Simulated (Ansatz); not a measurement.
Input and command of a calculation in Ansatz (plane waves; scalar-relativistic PAW potentials unless the input names others):

```yaml
crystal:
  lattice:
    - [3.7815694933, 0.0, 0.0]
    - [0.0, 6.2089941857, 0.0]
    - [0.0, 0.0, 25.9164508246]
  atoms:
    - { symbol: Zn, position: [0.0, 0.947692487, 0.3095687175] }
    - { symbol: S, position: [0.0, 0.6118687224, 0.2829093616] }
    - { symbol: Zn, position: [0.5, 0.5118683167, 0.3270081009] }
    - { symbol: S, position: [0.5, 0.1289309397, 0.3321157969] }
    - { symbol: Zn, position: [0.5, 1.0004301441, 0.4175933899] }
    - { symbol: S, position: [0.5, 0.626503411, 0.4141113718] }
    - { symbol: Zn, position: [0.0, 0.5039407938, 0.4563928822] }
    - { symbol: S, position: [0.0, 0.1287654932, 0.4588894275] }
    - { symbol: Zn, position: [0.0, 1.0039407514, 0.5436071202] }
    - { symbol: S, position: [0.0, 0.6287654613, 0.5411105666] }
    - { symbol: Zn, position: [0.5, 0.5004300866, 0.5824066063] }
    - { symbol: S, position: [0.5, 0.1265033459, 0.5858886241] }
    - { symbol: Zn, position: [0.5, 1.0118682235, 0.6729918976] }
    - { symbol: S, position: [0.5, 0.6289308523, 0.6678842089] }
    - { symbol: Zn, position: [0.0, 0.4476923698, 0.6904312839] }
    - { symbol: S, position: [0.0, 0.1118686013, 0.7170906443] }
basis:
  ecutwfc: 420
kpoints:
  mp_grid: { grid: [7, 5, 1] }
hamiltonian:
  xc: pbesol
scf:
  occupations: { method: gaussian, width: 0.01 }
output:
  forces: true
  eigenvalues: true
efield:
  axis: 3
  dipole_correction: true
  ramp_width: 0.04
```

```bash
ansatz run input.yaml --threads 2 --pin off --max-ram 5120MiB --backend cpu --events-out ev --progress --plain --runs-dir out
```

Abridged log:
```
Basis set: ecut = 420 eV, 11939 PW (Γ), exchange–correlation on 54×90×360 points (8 copies of the dense FFT grid, shifted against one another)
Bands: 88, of which v1, the nominal top of the filled ones, is band 72 counted from 1 (71 counted from 0)
Symmetry: 2 space group operations
k-points: 12 of 35 (time reversal used)
SCF iter   1: F=—  HF=-33338.105247 eV  |F-HF|=—  |Δ(HF+E_count)|=         —  Δρ=3.83e-3  dr2=1.08e-1  ethr=1.77e-3  p= 0.000 e·Å  D=-1.10e-9 V/Å  ΔV_dip=0.00 eV  dr2_dipole=8.81e-9  V_vac-E_F(+/−)=4.73/4.73 eV  ⟨swp⟩=9.9  Hψ=5611  notcnv=0  defer=32
efield: sawtooth ramp at fractional position 0.9800 (placed from the atoms, in the widest stretch of the axis that holds none; the zero of the levels goes with the place), width 0.0400; the density the first Hamiltonian is built on has a dipole p =  0.000 e·Å; the dipole correction subtracts the counter field D = -1.10e-9 V/Å, which shifts the + side's vacuum level by +0.00 eV against the − side's; the planar-averaged density in the ramp window peaks in size at 3.9e-6 e/Å³
SCF iter   2: F=—  HF=-33338.079501 eV  |F-HF|=—  |Δ(HF+E_count)|=   2.57e-2  Δρ=1.24e-3  dr2=1.63e-2  ethr=7.53e-5  p= 0.000 e·Å  D=-1.09e-5 V/Å  ΔV_dip=0.00 eV  dr2_dipole=4.88e-9  V_vac-E_F(+/−)=4.81/4.81 eV  ⟨swp⟩=2.7  Hψ=2078  notcnv=0  defer=103
SCF iter   3: F=—  HF=-33338.077010 eV  |F-HF|=—  |Δ(HF+E_count)|=   2.49e-3  Δρ=1.05e-3  dr2=4.48e-3  ethr=1.13e-5  p=0.000 e·Å  D=4.36e-6 V/Å  ΔV_dip= 0.00 eV  dr2_dipole=2.01e-9  V_vac-E_F(+/−)=4.83/4.83 eV  ⟨swp⟩=2.9  Hψ=1929  notcnv=0  defer=103
SCF iter   4: F=—  HF=-33338.075439 eV  |F-HF|=—  |Δ(HF+E_count)|=   1.57e-3  Δρ=2.50e-4  dr2=3.45e-4  ethr=3.11e-6  p=0.000 e·Å  D=1.09e-6 V/Å  ΔV_dip= 0.00 eV  dr2_dipole=2.13e-10  V_vac-E_F(+/−)=4.84/4.84 eV  ⟨swp⟩=2.0  Hψ=1810  notcnv=0  defer=103
SCF iter   5: F=—  HF=-33338.075551 eV  |F-HF|=—  |Δ(HF+E_count)|=   1.11e-4  Δρ=8.03e-5  dr2=1.03e-4  ethr=2.39e-7  p= 0.000 e·Å  D=-5.69e-6 V/Å  ΔV_dip=0.00 eV  dr2_dipole=1.76e-9  V_vac-E_F(+/−)=4.85/4.85 eV  ⟨swp⟩=2.0  Hψ=1752  notcnv=0  defer=103
SCF iter   6: F=—  HF=-33338.075538 eV  |F-HF|=—  |Δ(HF+E_count)|=   1.30e-5  Δρ=3.51e-5  dr2=7.98e-6  ethr=7.16e-8  p= 0.000 e·Å  D=-2.05e-7 V/Å  ΔV_dip=0.00 eV  dr2_dipole=4.65e-12  V_vac-E_F(+/−)=4.85/4.85 eV  ⟨swp⟩=2.0  Hψ=1722  notcnv=0  defer=103
SCF iter   7: F=—  HF=-33338.075319 eV  |F-HF|=—  |Δ(HF+E_count)|=   2.18e-4  Δρ=2.83e-5  dr2=3.35e-6  ethr=5.54e-9  p= 0.000 e·Å  D=-8.41e-7 V/Å  ΔV_dip=0.00 eV  dr2_dipole=6.52e-11  V_vac-E_F(+/−)=4.85/4.85 eV  ⟨swp⟩=2.0  Hψ=1825  notcnv=0  defer=103
SCF iter   8: F=—  HF=-33338.075318 eV  |F-HF|=—  |Δ(HF+E_count)|=   1.15e-6  Δρ=8.49e-6  dr2=4.93e-7  ethr=2.33e-9  p= 0.000 e·Å  D=-3.66e-8 V/Å  ΔV_dip=0.00 eV  dr2_dipole=5.08e-14  V_vac-E_F(+/−)=4.85/4.85 eV  ⟨swp⟩=2.0  Hψ=1721  notcnv=0  defer=103
SCF iter   9: F=-33338.075318 eV  HF=-33338.075318 eV  |F-HF|=3.85e-8  |Δ(HF+E_count)|=   1.63e-8  Δρ=2.05e-6  dr2=3.62e-8  ethr=6.94e-11  p=0.000 e·Å  D=1.09e-7 V/Å  ΔV_dip= 0.00 eV  dr2_dipole=1.43e-12  V_vac-E_F(+/−)=4.85/4.85 eV  ⟨swp⟩=17.2  Hψ=6031  notcnv=0
SCF 1 converged in 9 iterations: F = -33338.075318 eV  dr2 = 3.62e-8
SCF converged after 9 iterations
Free energy (F): -33338.075318 eV
Harris-Foulkes:  -33338.075318 eV  (|F-HF|=3.85e-8)
Internal energy: -33338.075318 eV  (E = F + TS)
E sigma→0 (E₀):  -33338.075318 eV
Fermi energy:    1.245340 eV
Dipole field:    D = -0.000001 V/Å  (p = -0.000003 e·Å, saw-weighted, corrected)
Work function:   Φ+ = 4.8535 eV   Φ− = 4.8535 eV
Levels:          The Fermi level and band energies are counted from a zero that moves with the ramp; work functions are not
--- Forces (eV/Å), atoms counted from 1 ---
  atom   1  Zn     0.00000000     0.00544347     0.00165924
  atom   2  S      0.00000000     0.00281376     0.01025665
  atom   3  Zn     0.00000000    -0.01156991     0.00134639
  atom   4  S      0.00000000    -0.01062564    -0.00220684
  atom   5  Zn     0.00000000     0.01467983     0.01155409
  atom   6  S      0.00000000     0.00496991    -0.00695210
  atom   7  Zn     0.00000000    -0.00354879     0.00637020
  atom   8  S      0.00000000    -0.00216955    -0.00464650
  atom   9  Zn     0.00000000    -0.00354848    -0.00637325
  atom  10  S      0.00000000    -0.00216783     0.00464952
  atom  11  Zn     0.00000000     0.01468017    -0.01155471
  atom  12  S      0.00000000     0.00497093     0.00695402
  atom  13  Zn     0.00000000    -0.01156990    -0.00134736
  atom  14  S      0.00000000    -0.01062556     0.00220789
  atom  15  Zn     0.00000000     0.00544444    -0.00165990
  atom  16  S      0.00000000     0.00281463    -0.01025674
```

Apart from outputs, empty bands and the relaxation, which only the reference makes, the input differs from a reference run on usual settings in scf.occupations.width: 0.05 → 0.01. The reference, at the same geometry, ended its own course with largest force 0.019 eV/Å, gap on the mesh 2.23 eV. This run converged in 9 SCF iterations with an energy at zero smearing within 0.01 meV/atom of the reference's, largest force 0.019 eV/Å, gap on the mesh 2.23 eV.

Time: 48 s on 2 threads of Arm Neoverse V2, on a shared host, peak memory 1.2 GiB.